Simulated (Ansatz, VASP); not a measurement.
Two plane-wave programs on Te2Mo

The input INCAR:

```
  PREC = Accurate
  ENCUT = 520
  EDIFF = 1E-6
  ISMEAR = 0
  SIGMA = 0.1
  LREAL = F
  LASPH = T
  NELM = 60
  ALGO = Fast
  ISIF = 2
  LWAVE = F
  LCHARG = T
  LELF = T
  LVHAR = T
  NBANDS = 20
```

Contents of KPOINTS:

```
Automatic mesh
0
Gamma
  6 6 1
```

POSCAR

```
Te2Mo
1.0
    3.5602328140      0.0000000000      0.0000000000
   -1.7801164070      3.0832520603      0.0000000000
    0.0000000000      0.0000000000     17.5240578200
Te Mo
2 1
Direct
    0.3333333300      0.6666666700      0.8978554500
    0.3333333300      0.6666666700      0.1021445500
    0.0000000000      0.0000000000      0.0000000000
```

Input for Ansatz:

```yaml
crystal:
  lattice:
    - [3.560232814, 0.0, 0.0]
    - [-1.780116407, 3.0832520603, 0.0]
    - [0.0, 0.0, 17.52405782]
  atoms:
    - { symbol: Te, position: [0.33333333, 0.66666667, 0.89785545] }
    - { symbol: Te, position: [0.33333333, 0.66666667, 0.10214455] }
    - { symbol: Mo, position: [0.0, 0.0, 0.0] }
basis:
  ecutwfc: 420
kpoints:
  mp_grid: { grid: [6, 6, 1] }
hamiltonian:
  xc: lda
scf:
  occupations: { method: gaussian, width: 0.1 }
output:
  forces: true
  stress: true
  eigenvalues: true
```

Alike in both runs: task single point; functional LDA; k mesh 6 × 6 × 1; occupations gaussian, width 0.1 eV; no spin polarisation.

```csv
,VASP,Ansatz
version,VASP 6.6.1,Ansatz 0.2.0
potentials or method,"VASP PAW LDA potentials, release 64 (Te, Mo_sv)","scalar-relativistic, plane waves, PAW"
plane-wave cutoff (eV),520,420
valence electrons in the cell,26,46
```

```tsv
	VASP	Ansatz	Ansatz less VASP
gap on the k mesh at the Fermi level (eV)	1.04	1.04	0.000
least direct gap on the mesh (eV)	1.04	1.04	0.000
rms of the force components (eV/Å)	0.172	0.197	+0.0248
```

Atom by atom the forces differ by 0.025 eV/Å (rms over components). The two sets of potentials don't hold the same shells in valence.

Caveats: spin-orbit coupling is left out, which moves the levels of the heavy elements. LDA gaps usually lie below the measured ones, often by a third to a half.
